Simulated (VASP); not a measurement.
# 2H-MoS2 monolayer under biaxial strain, part 3 of 7

How do the gap and the band positions of 2H-MoS2 monolayer follow biaxial strain?

VASP 6.6.1, plane waves and PAW; the level of theory is named at each step.

So far, gap on the k-mesh (eV): step 2 (relaxing the monolayer) 1.79.

**5. Strained, atoms relaxed, biaxial strain -0.04**

Level of this step: PBE with D3(BJ), no spin polarisation; plane waves and PAW (Mo, S) (VASP).

The cell is held at the strained lattice, and the atoms relax in it.

Input file INCAR:

```
SYSTEM = MoS2
PREC = Normal
ENCUT = 350
EDIFF = 1E-06
NELM = 120
ISMEAR = 0
SIGMA = 0.03
LREAL = .FALSE.
ALGO = Fast
GGA = PE
IVDW = 12
NBANDS = 15
LASPH = .TRUE.
LORBIT = 11
LWAVE = .FALSE.
LCHARG = .FALSE.
KPAR = 4
IBRION = 2
NSW = 30
ISIF = 2
EDIFFG = -0.015
POTIM = 0.4
MAXMIX = 40
IDIPOL = 3
LDIPOL = .TRUE.
DIPOL = 0.5 0.5 0.5
```

Input file POSCAR:

```
MoS2
1.0
    3.0250252783      0.0000000000      0.0000000000
   -1.5125126391      2.6197487381      0.0000000000
    0.0000000000      0.0000000000     22.0000000000
Mo S
1 2
Direct
    0.3333333333      0.6666666667      0.5000000000
    0.6666666667      0.3333333333      0.4286452982
    0.6666666667      0.3333333333      0.5713547018
```

Input file KPOINTS:

```
Automatic mesh
0
Gamma
12 12 1
0 0 0
```

The projector-augmented-wave data sets are Mo and S (PBE family, release 64).

Started as:

```bash
$ mpirun -np 4 vasp_std
```

What it wrote:

```text
[... set-up lines as in an earlier step ...]
 entering main loop
       N       E                     dE             d eps       ncg     rms          rms(c)
DAV:   1     0.112060790490E+03    0.11206E+03   -0.53135E+03   578   0.656E+02
DAV:   2    -0.125360173731E+02   -0.12460E+03   -0.11806E+03   900   0.169E+02
DAV:   3    -0.226516819949E+02   -0.10116E+02   -0.10006E+02   801   0.583E+01
DAV:   4    -0.228376064000E+02   -0.18592E+00   -0.18499E+00   726   0.931E+00
DAV:   5    -0.228427799415E+02   -0.51735E-02   -0.51726E-02   781   0.146E+00    0.304E+01
RMM:   6    -0.217837901973E+02    0.10590E+01   -0.28634E+00   570   0.940E+00    0.113E+01
RMM:   7    -0.215989394704E+02    0.18485E+00   -0.11175E+00   570   0.597E+00    0.744E+00
RMM:   8    -0.215081804496E+02    0.90759E-01   -0.58005E-01   570   0.464E+00    0.157E+00
RMM:   9    -0.214932742978E+02    0.14906E-01   -0.66437E-02   570   0.223E+00    0.607E-01
RMM:  10    -0.214927806824E+02    0.49362E-03   -0.11198E-02   570   0.713E-01    0.204E-01
RMM:  11    -0.214928580900E+02   -0.77408E-04   -0.21165E-03   603   0.324E-01    0.719E-02
RMM:  12    -0.214929047478E+02   -0.46658E-04   -0.74533E-04   579   0.163E-01    0.329E-02
RMM:  13    -0.214930933944E+02   -0.18865E-03   -0.20285E-04   593   0.891E-02    0.371E-02
RMM:  14    -0.214935210455E+02   -0.42765E-03   -0.31436E-04   571   0.791E-02    0.337E-02
RMM:  15    -0.214935191757E+02    0.18698E-05   -0.37590E-05   571   0.411E-02    0.174E-02
RMM:  16    -0.214936209505E+02   -0.10177E-03   -0.14149E-05   554   0.188E-02    0.408E-03
RMM:  17    -0.214936586840E+02   -0.37733E-04   -0.41543E-06   470   0.103E-02    0.315E-03
RMM:  18    -0.214937060225E+02   -0.47339E-04   -0.62996E-06   531   0.125E-02    0.264E-03
RMM:  19    -0.214937077748E+02   -0.17523E-05   -0.80695E-07   405   0.598E-03    0.227E-03
RMM:  20    -0.214937092891E+02   -0.15144E-05   -0.21735E-07   386   0.252E-03    0.866E-04
RMM:  21    -0.214937102725E+02   -0.98337E-06   -0.12206E-07   333   0.185E-03
   1 F= -.22538134E+02 E0= -.22538134E+02  d E =-.225381E+02
 curvature:   0.00 expect dE= 0.000E+00 dE for cont linesearch  0.000E+00
 trial: gam= 0.00000 g(F)=  0.776E-01 g(S)=  0.000E+00 ort = 0.000E+00 (trialstep = 0.100E+01)
 search vector abs. value=  0.776E-01
 bond charge predicted
       N       E                     dE             d eps       ncg     rms          rms(c)
DAV:   1    -0.215366704330E+02   -0.42961E-01   -0.31443E+00   577   0.987E+00    0.170E+00
RMM:   2    -0.215559222716E+02   -0.19252E-01   -0.12842E-01   570   0.258E+00    0.731E-01
RMM:   3    -0.215450413991E+02    0.10881E-01   -0.53389E-02   570   0.130E+00    0.377E-01
RMM:   4    -0.215476126171E+02   -0.25712E-02   -0.17673E-02   590   0.776E-01    0.226E-01
RMM:   5    -0.215472197162E+02    0.39290E-03   -0.22168E-03   570   0.366E-01    0.160E-01
RMM:   6    -0.215469425608E+02    0.27716E-03   -0.12266E-03   570   0.205E-01    0.103E-01
RMM:   7    -0.215470551325E+02   -0.11257E-03   -0.14202E-04   587   0.890E-02    0.793E-02
RMM:   8    -0.215471691791E+02   -0.11405E-03   -0.72357E-05   570   0.524E-02    0.177E-02
RMM:   9    -0.215471949485E+02   -0.25769E-04   -0.14552E-05   581   0.272E-02    0.872E-03
RMM:  10    -0.215472045002E+02   -0.95517E-05   -0.70056E-06   525   0.139E-02    0.591E-03
RMM:  11    -0.215472110122E+02   -0.65120E-05   -0.17915E-06   416   0.741E-03    0.277E-03
RMM:  12    -0.215472191148E+02   -0.81026E-05   -0.19769E-06   408   0.743E-03    0.450E-03
RMM:  13    -0.215472205691E+02   -0.14543E-05   -0.33937E-07   383   0.440E-03    0.215E-03
RMM:  14    -0.215472222581E+02   -0.16890E-05   -0.40936E-07   376   0.321E-03    0.700E-04
RMM:  15    -0.215472223426E+02   -0.84517E-07   -0.34926E-08   306   0.168E-03
   2 F= -.22582717E+02 E0= -.22582717E+02  d E =-.445825E-01
 trial-energy change:   -0.044583  1 .order   -0.045220   -0.077602   -0.012839
 step:   1.2136(harm=  1.1982)  dis= 0.04696  next Energy=   -22.584081 (dE=-0.459E-01)
 bond charge predicted
       N       E                     dE             d eps       ncg     rms          rms(c)
DAV:   1    -0.215499828384E+02   -0.27606E-02   -0.14302E-01   682   0.209E+00    0.369E-01
RMM:   2    -0.215503325624E+02   -0.34972E-03   -0.55017E-03   570   0.570E-01    0.633E-02
RMM:   3    -0.215504412530E+02   -0.10869E-03   -0.10306E-03   584   0.221E-01    0.324E-02
RMM:   4    -0.215504629399E+02   -0.21687E-04   -0.21737E-04   610   0.101E-01    0.257E-02
RMM:   5    -0.215504630364E+02   -0.96506E-07   -0.35081E-05   591   0.421E-02    0.167E-02
RMM:   6    -0.215504624955E+02    0.54088E-06   -0.71868E-06   516   0.185E-02
   3 F= -.22584050E+02 E0= -.22584050E+02  d E =-.459158E-01
 curvature:  -0.60 expect dE=-0.206E-06 dE for cont linesearch -0.206E-06
 trial: gam= 0.00000 g(F)=  0.345E-06 g(S)=  0.000E+00 ort =-0.164E-03 (trialstep = 0.104E+01)
 search vector abs. value=  0.346E-06
 reached required accuracy - stopping structural energy minimisation
```

Run time: 18 s. Hardware: 4 MPI ranks of AMD EPYC 7R43, shared host; peak memory 0.6 GiB; 70 s of CPU time.

Parts of OUTCAR (step 5):

```text
   ENCUT  =  350.0 eV  25.72 Ry    5.07 a.u.   4.61  4.61 33.56*2*pi/ulx,y,z

   NELECT =      18.0000    total number of electrons

 Edisp (eV)   -1.03549

 dipolmoment           0.000000      0.000000     -0.000000 electrons x Angstroem

 E-fermi :  -2.2120

 k-point     1 :       0.0000    0.0000    0.0000
  band No.  band energies     occupation
    ...
      5      -4.6943      2.00000
      6      -4.6943      2.00000
      7      -3.4566      2.00000
      8      -3.4565      2.00000
      9      -3.0709      2.00000
     10       0.8171      0.00000
     11       0.8172      0.00000
     12       0.9096      0.00000
     13       0.9097      0.00000
     14       2.8644      0.00000
    ...

 Edisp (eV)   -1.03359

  Total       3.97024     3.97024    -0.08665     0.00000     0.00000    -0.00000
  in kB      36.48512    36.48512    -0.79630     0.00000     0.00000    -0.00000
  external pressure =       24.06 kB  Pullay stress =        0.00 kB

 POSITION                                       TOTAL-FORCE (eV/Angst)
 -----------------------------------------------------------------------------------
     -0.00000      1.74650     11.00000        -0.000000     -0.000000      0.000000
      1.51251      0.87325      9.38324         0.000000     -0.000000      0.002116
      1.51251      0.87325     12.61676         0.000000      0.000000     -0.002116
 -----------------------------------------------------------------------------------
    total drift:                                0.000008     -0.000004      0.000000

  FREE ENERGIE OF THE ION-ELECTRON SYSTEM (eV)
  ---------------------------------------------------
  free  energy   TOTEN  =       -22.5840498255 eV

  energy  without entropy=      -22.5840498255  energy(sigma->0) =      -22.58404983

 vacuum level on the upper side and lower side of the slab         3.179         3.179

[... 4 parts as in an earlier step ...]

[... 13 further parts left out ...]
```

Relaxation path:

| step | energy less that of the first step (eV) | largest force (eV/Å) |
| --- | --- | --- |
| 1 | 0.0000 | 1.0027 |
| 2 | -0.0446 | 0.1659 |
| 3 | -0.0459 | 0.0021 |

The atoms that moved most (Å):

| atom | dx | dy | dz | length |
| --- | --- | --- | --- | --- |
| S2 | 0.000 | 0.000 | -0.047 | 0.047 |
| S3 | 0.000 | 0.000 | 0.047 | 0.047 |

Final coordinates:

```xyz
3
Lattice="3.0250 0.0000 0.0000 -1.5125 2.6197 0.0000 0.0000 0.0000 22.0000" Properties=species:S:1:pos:R:3
Mo    0.0000    1.7465   11.0000
S     1.5125    0.8732    9.3832
S     1.5125    0.8732   12.6168
```

This step gave:

* electronic cycles: 42
* free energy (TOTEN): -22.58 eV
* Fermi energy: -2.212 eV
* gap on the k-mesh: 1.651 eV
* least direct gap on the k-mesh: 2.307 eV

The run ended after 3 ionic steps, 0.046 eV below its first step, once the forces on the free atoms met EDIFFG = -0.015.

**6. Strained, levels with spin-orbit coupling, biaxial strain -0.04**

This step: PBE with D3(BJ), spin-orbit coupling, no spin polarisation; plane waves and PAW (Mo, S) (VASP 6.6.1).

A static run with spin-orbit coupling gives the gap and the vacuum level at this strain.

Input file INCAR:

```
SYSTEM = MoS2
PREC = Normal
ENCUT = 350
EDIFF = 1E-06
NELM = 120
ISMEAR = 0
SIGMA = 0.03
LREAL = .FALSE.
ALGO = Fast
GGA = PE
IVDW = 12
LNONCOLLINEAR = .TRUE.
MAGMOM = 0 0 0 0 0 0 0 0 0
NBANDS = 30
GGA_COMPAT = .FALSE.
LASPH = .TRUE.
LSORBIT = .TRUE.
LMAXMIX = 4
LWAVE = .FALSE.
LCHARG = .FALSE.
KPAR = 4
IDIPOL = 3
LDIPOL = .TRUE.
DIPOL = 0.5 0.5 0.5
LVHAR = .TRUE.
LVACPOTAV = .TRUE.
```

Input file POSCAR:

```
MoS2
1.0
    3.0250252783      0.0000000000      0.0000000000
   -1.5125126391      2.6197487381      0.0000000000
    0.0000000000      0.0000000000     22.0000000000
Mo S
1 2
Direct
    0.3333333333      0.6666666667      0.5000000000
    0.6666666667      0.3333333333      0.4265106922
    0.6666666667      0.3333333333      0.5734893078
```

KPOINTS is that of step 5.

Input file KPOINTS_OPT:

```
Line mode
14
Line-mode
Reciprocal
  0.00000000   0.00000000   0.00000000 GAMMA
  0.50000000   0.00000000   0.00000000 M

  0.50000000   0.00000000   0.00000000 M
  0.33333333   0.33333333   0.00000000 K

  0.33333333   0.33333333   0.00000000 K
  0.00000000   0.00000000   0.00000000 GAMMA
```

Started as:

```bash
$ mpirun -np 4 vasp_ncl
```

What it wrote:

```text
[... set-up lines as in an earlier step ...]
 entering main loop
       N       E                     dE             d eps       ncg     rms          rms(c)
DAV:   1     0.118572226229E+03    0.11857E+03   -0.51731E+03  1868   0.661E+02
DAV:   2    -0.870989310627E+01   -0.12728E+03   -0.11948E+03  2856   0.174E+02
DAV:   3    -0.226186855869E+02   -0.13909E+02   -0.13727E+02  2416   0.654E+01
DAV:   4    -0.229325181021E+02   -0.31383E+00   -0.31283E+00  2400   0.118E+01
DAV:   5    -0.229411216184E+02   -0.86035E-02   -0.86019E-02  2432   0.190E+00    0.286E+01
RMM:   6    -0.219056026499E+02    0.10355E+01   -0.30603E+00  2004   0.967E+00    0.104E+01
RMM:   7    -0.217313330903E+02    0.17427E+00   -0.12446E+00  2012   0.621E+00    0.761E+00
RMM:   8    -0.215792954691E+02    0.15204E+00   -0.65918E-01  2064   0.495E+00    0.149E+00
RMM:   9    -0.215669938064E+02    0.12302E-01   -0.71075E-02  2212   0.224E+00    0.460E-01
RMM:  10    -0.215661408165E+02    0.85299E-03   -0.12644E-02  2229   0.762E-01    0.308E-01
RMM:  11    -0.215653921766E+02    0.74864E-03   -0.26456E-03  2298   0.350E-01    0.140E-01
RMM:  12    -0.215656243884E+02   -0.23221E-03   -0.86883E-04  2510   0.170E-01    0.535E-02
RMM:  13    -0.215658222824E+02   -0.19789E-03   -0.29125E-04  2204   0.106E-01    0.557E-02
RMM:  14    -0.215659608935E+02   -0.13861E-03   -0.11697E-04  2324   0.607E-02    0.362E-02
RMM:  15    -0.215660230234E+02   -0.62130E-04   -0.57601E-05  2256   0.422E-02    0.149E-02
RMM:  16    -0.215662082730E+02   -0.18525E-03   -0.22043E-04  2706   0.609E-02    0.257E-02
RMM:  17    -0.215662480266E+02   -0.39754E-04   -0.14123E-05  2149   0.235E-02    0.126E-02
RMM:  18    -0.215662931242E+02   -0.45098E-04   -0.34583E-06  2189   0.108E-02    0.665E-03
RMM:  19    -0.215663306117E+02   -0.37488E-04   -0.10961E-05  2312   0.158E-02    0.204E-03
RMM:  20    -0.215663470213E+02   -0.16410E-04   -0.35536E-06  2103   0.102E-02    0.425E-03
RMM:  21    -0.215663503901E+02   -0.33688E-05   -0.41593E-07  1529   0.446E-03    0.222E-03
RMM:  22    -0.215663523426E+02   -0.19525E-05   -0.57582E-07  1468   0.366E-03    0.369E-04
RMM:  23    -0.215663526758E+02   -0.33321E-06   -0.59450E-08  1187   0.174E-03
 [... a notice as in an earlier step ...]

   1 F= -.22599940E+02 E0= -.22599940E+02  d E =-.379182E-21  mag=     0.0000     0.0000    -0.0000
 Start KPOINTS_OPT (optional k-point list driver)
k-point batch [1-31\42]
       N       E                     dE             ncg
DAV:   1     0.472307927240E+02   -0.13862E+05     1868
DAV:   2    -0.384263995874E+04   -0.38899E+04     2800
DAV:   3    -0.423582288659E+04   -0.39318E+03     2304
DAV:   4    -0.424464514008E+04   -0.88223E+01     2406
DAV:   5    -0.424484666910E+04   -0.20153E+00     2374
DAV:   6    -0.424485378767E+04   -0.71186E-02     2408
DAV:   7    -0.424485404858E+04   -0.26091E-03     2438
DAV:   8    -0.424485406018E+04   -0.11602E-04     2288
DAV:   9    -0.424485406069E+04   -0.51175E-06     1638
k-point batch [32-42\42]
       N       E                     dE             ncg
DAV:   1     0.118993827365E+05   -0.24748E+04      676
DAV:   2     0.106897481865E+05   -0.12096E+04     1000
DAV:   3     0.105463121925E+05   -0.14344E+03      850
DAV:   4     0.105423958128E+05   -0.39164E+01      864
DAV:   5     0.105422999409E+05   -0.95872E-01      828
DAV:   6     0.105422966168E+05   -0.33241E-02      872
DAV:   7     0.105422964880E+05   -0.12887E-03      848
DAV:   8     0.105422964809E+05   -0.70518E-05      800
DAV:   9     0.105422964805E+05   -0.41877E-06      594
```

The job ended after 77 s (4 MPI ranks; peak memory 1.6 GiB; 5 min of CPU time).

OUTCAR, selected parts (step 6):

```text
   k-points           NKPTS =     31   k-points in BZ     NKDIM =     31   number of bands    NBANDS=     30

   NELECT =      18.0000    total number of electrons

 E-fermi :  -2.1040

 k-point     1 :       0.0000    0.0000    0.0000
  band No.  band energies     occupation
    ...
     14      -3.5122      1.00000
     15      -3.4129      1.00000
     16      -3.4129      1.00000
     17      -3.0556      1.00000
     18      -3.0556      1.00000
     19       0.7725      0.00000
     20       0.7725      0.00000
     21       0.8452      0.00000
     22       0.8452      0.00000
     23       0.9060      0.00000
    ...

 Edisp (eV)   -1.03359

  Total       3.96560     3.96560    -0.08064     0.00000     0.00000     0.00000
  in kB      36.44246    36.44246    -0.74108     0.00000     0.00000     0.00000
  external pressure =       24.05 kB  Pullay stress =        0.00 kB

 POSITION                                       TOTAL-FORCE (eV/Angst)
 -----------------------------------------------------------------------------------
     -0.00000      1.74650     11.00000         0.000000      0.000000      0.000000
      1.51251      0.87325      9.38324        -0.000000      0.000000      0.001056
      1.51251      0.87325     12.61676         0.000000      0.000000     -0.001056
 -----------------------------------------------------------------------------------
    total drift:                                0.000007     -0.000004      0.000000

  FREE ENERGIE OF THE ION-ELECTRON SYSTEM (eV)
  ---------------------------------------------------
  free  energy   TOTEN  =       -22.5999400055 eV

  energy  without entropy=      -22.5999400055  energy(sigma->0) =      -22.59994001

 vacuum level on the upper side and lower side of the slab         3.342         3.342

 Spin-Orbit-Coupling matrix elements
 Ion:    1  E_soc:     -0.0273718
 Ion:    2  E_soc:     -0.0022531
 Ion:    3  E_soc:     -0.0022531

[... 6 parts as in an earlier step ...]

[... 10 further parts left out ...]
```

Numbers from this step:

| Item | Value |
| --- | --- |
| electronic cycles | 23 |
| free energy (TOTEN) | -22.60 eV |
| Fermi energy | -2.104 eV |
| least gap on mesh and path | 1.559 eV |
| least direct gap on mesh and path | 2.221 eV |
| vacuum levels | 3.342, 3.342 eV |
| ionisation potentials of the upper and lower face | 5.636, 5.636 eV |
| electron affinities of the upper and lower face | 4.077, 4.077 eV |

On-site spin-orbit energy by atom:

| atom | on-site spin-orbit energy (eV) |
| --- | --- |
| Mo1 | -0.0274 |
| S2 | -0.0023 |
| S3 | -0.0023 |

Electronic bands along the path, in eV, zero at the valence-band top; v1 is the highest filled band, c1 the lowest empty one:

| point | v4 | v3 | v2 | v1 | c1 | c2 | c3 | c4 |
| --- | --- | --- | --- | --- | --- | --- | --- | --- |
| Γ | -1.12 | -1.12 | -0.76 | -0.76 | 3.07 | 3.07 | 3.14 | 3.14 |
| 0.54 of the way | -1.31 | -1.31 | -1.22 | -1.22 | 1.89 | 1.89 | 2.47 | 2.47 |
| M | -0.89 | -0.89 | -0.60 | -0.60 | 2.73 | 2.73 | 2.99 | 2.99 |
| 0.46 of the way | -2.32 | -2.29 | -0.39 | -0.29 | 2.52 | 2.55 | 3.27 | 3.31 |
| K | -2.67 | -2.65 | -0.13 | 0.00 | 2.22 | 2.23 | 2.58 | 2.59 |
| 0.46 of the way | -1.36 | -1.32 | -0.90 | -0.81 | 1.56 | 1.61 | 2.75 | 2.75 |
| Γ | -1.12 | -1.12 | -0.76 | -0.76 | 3.07 | 3.07 | 3.14 | 3.14 |

Zero at the Fermi level. Table of planar average of the electrostatic potential by height:

| height (Å) | planar average of the electrostatic potential (eV) |
| --- | --- |
| 0 | 5.45 |
| 1 | 5.45 |
| 2 | 5.45 |
| 3 | 5.45 |
| 4 | 5.45 |
| 5 | 5.45 |
| 6 | 5.44 |
| 7 | 5.41 |
| 8 | 4.73 |
| 9 | -9.96 |
| 10 | -7.08 |
| 11 | -9.60 |
| 12 | -7.08 |
| 13 | -9.96 |
| 14 | 4.73 |
| 15 | 5.41 |
| 16 | 5.44 |
| 17 | 5.45 |
| 18 | 5.45 |
| 19 | 5.45 |
| 20 | 5.45 |
| 21 | 5.45 |

The path shows an indirect gap of 1.56 eV (valence top at K, conduction bottom between K and Γ). The least direct gap is 2.22 eV.

(Continued in part 4 of 7.)

[Lines on the potential files, build, host, timing and source positions are cut from VASP's logs without a mark.]

[Logs are printed without paths, hosts, clocks, repeated set-up lines and the standing remarks that a program may print on its own settings, such as how far it seeks lower states.]

[Hosts, paths, dates, database ids (printed as entryN), source tags and the programs' standing remarks are cut or masked in the printed files.]

[Runs that stopped without an error message from VASP are left out.]
